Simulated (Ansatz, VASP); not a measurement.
## Ge in VASP and in Ansatz

```
Ge
1.0
     1.37827   -2.56537    0.00000
     1.37827    2.56537    0.00000
     0.00000    0.00000    2.66176
Ge
1
Direct
  0.50000 0.50000 0.00000
```

Change from the starting cell: volume scaled by 0.96.

Alike in both runs: task single point; functional PBE; k mesh 11 × 11 × 10; occupations fermi-dirac, width 0.05 eV; no spin polarisation.

|  | VASP | Ansatz |
| --- | --- | --- |
| version | VASP 6.6.1 | Ansatz 0.2.0 |
| potentials or method | VASP PAW PBE potentials, release 64 (Ge_d) | Ansatz PAW |
| plane-wave cutoff (eV) | 520 | 420 |
| valence electrons in the cell | 14 | 14 |

Ansatz gave:

| Item | Value |
| --- | --- |
| gap on the k mesh at the Fermi level (eV) | none |
| pressure (GPa) | 2.2 |
| largest component of the traceless stress (GPa) | 2.04 |

Question: Which values does VASP return?

Answer: gap on the k mesh at the Fermi level (eV): none; pressure (GPa): 2.3; largest component of the traceless stress (GPa): 2.05.

A gap of «none» marks a metal or a gap that the smearing closes.
